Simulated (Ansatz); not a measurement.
# MnSi (F-43m) in Ansatz: a series of runs, part 2 of 2

Ansatz 0.2.0. Earlier steps stand in the parts before.

### Step 3. Relaxation of cell and atoms, B3LYP, collinear spin, ferromagnetic start

Input file input:

```
crystal:
  lattice:
    - [0.0, 2.5272246, 2.5272246]
    - [2.5272246, 0.0, 2.5272246]
    - [2.5272246, 2.5272246, 0.0]
  atoms:
    - { symbol: Mn, position: [0.0, 0.0, 0.0], spin: 4.0 }
    - { symbol: Si, position: [0.25, 0.25, 0.25] }
hamiltonian:
  xc: b3lyp
  pseudopotentials: { kind: paw }
magnetization:
  spin_polarized: true
kpoints:
  mp_grid: { grid: [5, 5, 5] }
scf:
  occupations: { method: fermi_dirac, width: 0.05 }
output:
  forces: true
  stress: true
  eigenvalues: true
relax:
  f_tol: 0.01
  max_steps: 40
  cell: { stress_tol: 0.05 }
```

Potentials or basis: Ansatz PAW.

Log:

```text
GPUs: using 1 of 1 available (devices: 1).
Engine: ansatz 0.2.0, x86_64-unknown-linux-gnu
Pseudopotentials: kind: paw
Pseudopotential: Mn, paw, valence charge 15, recommended cutoff 420 eV (normal), Mn.paw.azcp
Pseudopotential: Si, paw, valence charge 4, recommended cutoff 420 eV (normal), Si.paw.azcp
Functional definition: B3LYP
  parameter a0 = 0.2
  parameter ax = 0.72
  parameter ac = 0.81
  exchange = (1 - a0 - ax)*slater_x + ax*b88_x + a0*exact_x
  correlation = (1 - ac)*vwn_rpa_c + ac*lyp_c
device memory: the entry about to start is reckoned to put 0.7 GiB on a device that reports 34.1 GiB free (of which the cap on the GPU budget leaves the run 18.0 GiB)
GPU FFT provider: cuFFT
GPU libraries: cuBLAS 13.8.2, cuFFT 12.4.0, cuSOLVER 12.3.4
Crystal: 2 atoms, lattice volume = 32.282 Å³
Basis set: ecut = 420 eV, 609 PW (Γ), exchange–correlation on 48×48×48 points (8 copies of the dense FFT grid, shifted against one another)
Bands: 16, of which v1, the nominal top of the filled ones, is band 10 counted from 1 (9 counted from 0)
Symmetry: 24 space group operations
Space group: F-43m (ITA 216), of the structure as read, at distance tolerance 3.2e-5 Å
Magnetic group: BNS 216.74 (UNI 1576), of the structure as read, at distance tolerance 3.2e-5 Å
k-points: 10 of 125 (time reversal used)
Non-local potential: Mn, projectors of the file, l = 0: 3, l = 1: 2, l = 2: 3, l = 3: 1
Non-local potential: Si, projectors of the file, l = 0: 2, l = 1: 2, l = 2: 2
PAW form: soft (Blöchl's): semilocal exchange-correlation on the pseudo side does not see the compensation charge
PAW frozen core: Mn, regenerated for the run's functional, and the local potential with it (the file was generated under x = pbe(κ = 0.804, μ = 0.2195149727645171), c = pbe(β = 0.06672455060314922))
[... 698 lines left out ...]
  E_vxc        = -151.991413  (∫ρ·V_xc dr)
  E_exx        = -62.756097  (= α·E_x^exact, valence–valence)
  E_paw        = -1795.775435  (= ΣΔE_a)
  E_vpaw       = -260.505312  (= ΣTr[D̂ρ^β])
  E_aug_tail   = -0.000003  (compensation charges beyond the density's cutoff)
  E_ewald      = -1510.710107
  E_core_change = -0.146170  (= ΣΔE_core)
  E_smearing   = -0.006387  (= −TS)
  E_closure    = -0.000000  (closes the sum)
  Σ components = -4543.182635   (vs F -4543.182635, Δ=0.00e0)
--- Forces (eV/Å), atoms counted from 1 ---
  atom   1  Mn     0.00000000    -0.00000000     0.00000000
  atom   2  Si    -0.00000000     0.00000000     0.00000000
  max |Σ_I F_I| component: 7.34e-17 eV/Å
--- Stress (GPa, compression-positive) ---
        0.010994       0.000000       0.000000
        0.000000       0.010994      -0.000000
        0.000000       0.000000       0.010994
  P = ⅓ Tr σ = 0.0110 GPa (0.110 kbar)
--- Band table (eV; the first three rows and the last of 20) ---
  k-point 0 ↑: bands = ["-79.8588", "-47.5581", "-47.5581", "-47.5581", "-3.4314", "1.4747", "1.4747", "1.4747", "1.9071", "1.9071", "11.1685", "11.1685", "11.1685", "12.7021", "13.5106", "13.5106"]
  k-point 1 ↑: bands = ["-79.8588", "-47.5589", "-47.5583", "-47.5583", "-2.9750", "1.4428", "1.5412", "1.5412", "1.9167", "1.9167", "7.9339", "10.3851", "10.3851", "12.8431", "14.3187", "14.3187"]
  k-point 2 ↑: bands = ["-79.8587", "-47.5595", "-47.5584", "-47.5584", "-1.9881", "1.5584", "1.5584", "1.7958", "2.0447", "2.0447", "3.9189", "9.5712", "9.5712", "12.5512", "14.2468", "14.2468"]
  k-point 9 ↓: bands = ["-74.9550", "-42.3832", "-42.3820", "-42.3807", "-2.0539", "2.8484", "3.7720", "4.7928", "7.6643", "8.3258", "9.1719", "9.5237", "10.3458", "14.3286", "14.7305", "15.4636"]
--- Relaxed structure (7 steps of the walk, 7 accepted, 2 SCFs on fresh bases) ---
  F+E_penalty+E_count = -4543.18263460 eV   max|allowed force component| = 1.761e-16 eV/Å   (the final SCF, on the basis selected at the relaxed cell)
  cell:  # Å, volume = 46.9019 Å³
    - [-2.6515134163612363e-33, 2.862333543367021, 2.862333543367021]
    - [2.862333543367021, -2.5573140529952515e-34, 2.862333543367021]
    - [2.862333543367021, 2.862333543367021, -9.945605178932261e-34]
  atoms:
    - { symbol: Mn, position: [-8.478063497525307e-34, 7.334953812465715e-34, 7.652484280537825e-34] }
    - { symbol: Si, position: [0.24999999999999997, 0.24999999999999997, 0.24999999999999997] }
```

It took 2.2 min on 1 × NVIDIA H100 80GB HBM3 with 2 threads of AMD EPYC 7R13 (Zen 3), shared host; peak memory 1.7 GiB.

What came out:

```
Free energy                            : -4543.1826 eV
Relaxed volume                         : 23.45 Å³/atom
Relaxed cell                           : a = 4.048 Å, b = 4.048 Å, c = 4.048 Å, α = 60.00°, β = 60.00°, γ = 60.00°
Space group after relaxing (to 0.05 Å) : F-43m (No. 216)
Energy gained by relaxing              : 561.3 meV/atom
Ionic steps                            : 9
Pressure after relaxing                : 0.0 GPa
Band gap on the k mesh                 : none (metal or under the smearing width)
Net moment                             : 3.00 μB per cell
Absolute moment                        : 4.80 μB per cell
Site moments                           : Mn +3.71; Si -0.48 μB
```

Step by step:
```
step  energy change (eV)  largest force (eV/Å)  volume (Å³)
   1              0.0000                0.0000        32.28
   2             -0.6619                0.0000        36.61
   3             -1.0280                0.0000        41.99
   4             -1.0877                0.0000        45.07
   5             -1.0894                0.0000        45.81
   6             -1.1190                0.0000        45.81
   7             -1.1222                0.0000        46.65
   8             -1.1223                0.0000        46.90
   9             -1.1226                0.0000        46.90
```

Final structure:
```
CELL_PARAMETERS angstrom
0.00000 2.86233 2.86233
2.86233 0.00000 2.86233
2.86233 2.86233 0.00000
ATOMIC_POSITIONS crystal
Mn 0.00000 0.00000 0.00000
Si 0.25000 0.25000 0.25000
```

Levels at points of the mesh, in eV from the Fermi level:
Spin up:
```tsv
k point	band 9	band 10	band 11	band 12	band 13	band 14
(0.00, 0.00, 0.00)	-3.89	-3.89	5.37	5.37	5.37	6.91
```
Spin down:
```
           k point  band 5  band 6  band 7  band 8  band 9  band 10  band 11  band 12
(0.00, 0.00, 0.00)   -9.90   -1.06   -1.06   -1.06    3.05     3.05     6.79     6.79
```

Caveat: the k mesh is coarse (spacing up to 0.43 Å⁻¹), so the values aren't converged, least of all with exact exchange; the magnetic or orbital state may not be the lowest; the volume moved by over 15 % at a fixed basis, so the end points are rough; the plane-wave basis is chosen anew once the cell has moved, so the energies of steps on either side of that aren't comparable; the PAW data sets come from PBE, with cores solved anew for the run's functional, which leaves a small shift of forces and pressure.

### Step 4. Relaxation of cell and atoms, HSE06, collinear spin, ferromagnetic start

input, as its differences from that of step 3:

```diff
@@ -9,3 +9,3 @@
 hamiltonian:
-  xc: b3lyp
+  xc: hse06
   pseudopotentials: { kind: paw }
```

Wall time 2 min (1 × NVIDIA H100 80GB HBM3 with 2 threads of AMD EPYC 7R13 (Zen 3), shared host); peak memory 1.7 GiB.

It converged, with:

| Property | Result |
| --- | --- |
| Free energy | -4532.7793 eV |
| Relaxed volume | 23.13 Å³/atom |
| Relaxed cell | a = 4.029 Å, b = 4.029 Å, c = 4.029 Å, α = 60.00°, β = 60.00°, γ = 60.00° |
| Space group after relaxing (to 0.05 Å) | F-43m (No. 216) |
| Energy gained by relaxing | 528.8 meV/atom |
| Ionic steps | 9 |
| Pressure after relaxing | 0.0 GPa |
| Band gap on the k mesh | none (metal or under the smearing width) |
| Net moment | 3.00 μB per cell |
| Absolute moment | 5.03 μB per cell |
| Site moments | Mn +3.83; Si -0.52 μB |

Step by step:
```csv
step,energy change (eV),largest force (eV/Å),volume (Å³)
1,0.0000,0.0000,32.28
2,-0.7189,0.0000,37.36
3,-1.0034,0.0000,42.74
4,-1.0323,0.0000,45.03
5,-1.0328,0.0000,45.47
6,-1.0556,0.0000,45.47
7,-1.0572,0.0000,46.10
8,-1.0572,0.0000,46.26
9,-1.0576,0.0000,46.26
```

Final structure:
```cif
data_structure
_symmetry_space_group_name_H-M 'P 1'
_symmetry_Int_Tables_number 1
_cell_length_a 4.0294
_cell_length_b 4.0294
_cell_length_c 4.0294
_cell_angle_alpha 60.000
_cell_angle_beta 60.000
_cell_angle_gamma 60.000
_cell_volume 46.26
loop_
_atom_site_label
_atom_site_type_symbol
_atom_site_fract_x
_atom_site_fract_y
_atom_site_fract_z
_atom_site_occupancy
Mn1 Mn 0.00000 0.00000 0.00000 1
Si1 Si 0.25000 0.25000 0.25000 1
```

Levels at points of the mesh, in eV from the Fermi level:
Spin up:
```tsv
k point	band 8	band 9	band 10	band 11	band 12	band 13	band 14	band 15
(0.00, 0.00, 0.00)	-4.48	-4.08	-4.08	5.37	5.37	5.37	6.80	7.56
```
Spin down:
```
           k point  band 5  band 6  band 7  band 8  band 9  band 10  band 11  band 12
(0.00, 0.00, 0.00)   -9.94   -0.65   -0.65   -0.65    3.28     3.28     6.65     6.98
```

Caveat: the k mesh is coarse (spacing up to 0.43 Å⁻¹), so the values aren't converged, least of all with exact exchange; the magnetic or orbital state may not be the lowest; the volume moved by over 15 % at a fixed basis, so the end points are rough; the plane-wave basis is chosen anew once the cell has moved, so the energies of steps on either side of that aren't comparable; the PAW data sets come from PBE, with cores solved anew for the run's functional, which leaves a small shift of forces and pressure.

### Step 5. Relaxation of cell and atoms, HSE03, collinear spin, ferromagnetic start

input, as its differences from that of step 4:

```diff
@@ -9,3 +9,3 @@
 hamiltonian:
-  xc: hse06
+  xc: { exchange: pbe, correlation: pbe, exx: { coeff: 0.25, omega: 0.3 } }
   pseudopotentials: { kind: paw }
@@ -21,2 +21,6 @@
   eigenvalues: true
+  write_density: true
+  write_potential: true
+  elf: true
+  volumetric_format: npy
 relax:
```

It took 2.1 min on 1 × NVIDIA H100 80GB HBM3 with 2 threads of AMD EPYC 7R13 (Zen 3), shared host; peak memory 1.7 GiB.

The run converged. Its results:

- Free energy: -4532.7847 eV
- Relaxed volume: 23.11 Å³/atom
- Relaxed cell: a = 4.028 Å, b = 4.028 Å, c = 4.028 Å, α = 60.00°, β = 60.00°, γ = 60.00°
- Space group after relaxing (to 0.05 Å): F-43m (No. 216)
- Energy gained by relaxing: 524.1 meV/atom
- Ionic steps: 9
- Pressure after relaxing: 0.0 GPa
- Band gap on the k mesh: none (metal or under the smearing width)
- Net moment: 3.00 μB per cell
- Absolute moment: 5.00 μB per cell
- Site moments: Mn +3.81; Si -0.51 μB

Step by step:
```
step  energy change (eV)  largest force (eV/Å)  volume (Å³)
   1              0.0000                0.0000        32.28
   2             -0.7049                0.0000        37.27
   3             -0.9975                0.0000        42.85
   4             -1.0231                0.0000        45.01
   5             -1.0236                0.0000        45.43
   6             -1.0462                0.0000        45.43
   7             -1.0477                0.0000        46.07
   8             -1.0477                0.0000        46.22
   9             -1.0482                0.0000        46.22
```

Final structure:
```
CELL_PARAMETERS angstrom
0.00000 2.84843 2.84843
2.84843 0.00000 2.84843
2.84843 2.84843 0.00000
ATOMIC_POSITIONS crystal
Mn 0.00000 0.00000 0.00000
Si 0.25000 0.25000 0.25000
```

Levels at points of the mesh, in eV from the Fermi level:
Spin up:
```csv
k point,band 8,band 9,band 10,band 11,band 12,band 13,band 14,band 15
"(0.00, 0.00, 0.00)",-4.29,-3.90,-3.90,5.23,5.23,5.23,6.69,7.42
```
Spin down:
| k point | band 5 | band 6 | band 7 | band 8 | band 9 | band 10 | band 11 | band 12 |
| --- | --- | --- | --- | --- | --- | --- | --- | --- |
| (0.00, 0.00, 0.00) | -9.73 | -0.53 | -0.53 | -0.53 | 3.12 | 3.12 | 6.57 | 6.83 |

Caveat: the k mesh is coarse (spacing up to 0.43 Å⁻¹), so the values aren't converged, least of all with exact exchange; the magnetic or orbital state may not be the lowest; the volume moved by over 15 % at a fixed basis, so the end points are rough; the plane-wave basis is chosen anew once the cell has moved, so the energies of steps on either side of that aren't comparable; the PAW data sets come from PBE, with cores solved anew for the run's functional, which leaves a small shift of forces and pressure.

### Step 6. The runs side by side

```csv
task,level,cell,gap on the mesh (eV),pressure (GPa),moment (μB),relaxed volume (Å³/atom)
single point,B3LYP,as given,none,26.5,2.33,-
relaxation of cell and atoms,B3LYP,relaxed,none,0.0,3.00,23.45
relaxation of cell and atoms,HSE06,relaxed,none,0.0,3.00,23.13
relaxation of cell and atoms,HSE03,relaxed,none,0.0,3.00,23.11
```

Alike in all rows: potentials or basis Ansatz PAW; spin collinear, ferromagnetic start; k mesh 5 × 5 × 5; cutoff (eV) 420; smearing fermi-dirac 0.05 eV; the mesh is coarse, so values aren't converged.

Caveats: all runs use coarse meshes; the magnetic or orbital state may not be the lowest; the PAW data sets come from PBE, with cores solved anew for the run's functional, which leaves a small shift of forces and pressure; the volume moved by over 15 % at a fixed basis, so the end points are rough (some runs); the plane-wave basis is chosen anew once the cell has moved, so the energies of steps on either side of that aren't comparable (some runs); so large a pressure means that the cell lies far from this level's equilibrium, or that cutoff or potentials fall short (some runs); the thresholds are loose for stress (some runs).

Total energies depend on the potentials used, so only differences within one code and one set of settings carry meaning.
